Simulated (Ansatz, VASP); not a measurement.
## Two plane-wave programs on LiH

```
Li H
1.0
     0.00000    2.00862    2.00862
     2.00862    0.00000    2.00862
     2.00862    2.00862    0.00000
Li H
1 1
Direct
  0.00000 0.00000 0.00000
  0.50000 0.50000 0.50000
```

The cell is a database's computed one.

Alike in both runs: task single point; functional PBEsol; k mesh 8 × 8 × 8; occupations gaussian, width 0.1 eV; no spin polarisation.

|  | VASP | Ansatz |
| --- | --- | --- |
| version | VASP 6.6.1 | Ansatz 0.2.0 |
| potentials or method | VASP PAW PBE potentials, release 64 (Li_sv, H) | scalar-relativistic, plane waves, PAW |
| plane-wave cutoff (eV) | 520 | 420 |
| valence electrons in the cell | 4 | 4 |

|  | VASP | Ansatz | Ansatz less VASP |
| --- | --- | --- | --- |
| gap on the k mesh at the Fermi level (eV) | 2.75 | 2.75 | +0.001 |
| least direct gap on the mesh (eV) | 2.75 | 2.75 | +0.001 |

 A k mesh can miss the band edges.
